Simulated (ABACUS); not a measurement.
**Ga in ABACUS: the effect of functional**

Crystal: Ga.

```
Ga
1.0
    -1.37511    1.37511    2.29571
     1.37511   -1.37511    2.29571
     1.37511    1.37511   -2.29571
Ga
1
Direct
  0.00000 0.00000 0.00000
```

This isn't the form of Ga at room conditions, which is orthorhombic.

The cell isn't the ideal one: volume scaled by 0.98.

Alike in all runs:

```yaml
Program: ABACUS 3.10.1
Task: equation of state
Potentials_or_basis: SG15 ONCV 1.2 PBE
Cutoff: 1102 eV
Density_cutoff: 4408 eV
Basis: plane waves
k_mesh: 9 × 9 × 9
Occupations: fermi-dirac, width 0.05 eV
Spin: no spin polarisation
```

```csv
functional,pressure (GPa)
LDA,-1.5
PBEsol,1.2
TPSS,?
r2SCAN,0.7
```

Question: What does the run with functional TPSS give?

Answer: Pressure 2.3 GPa.

Caveats: the potentials were made for another functional, which shifts forces and pressure.
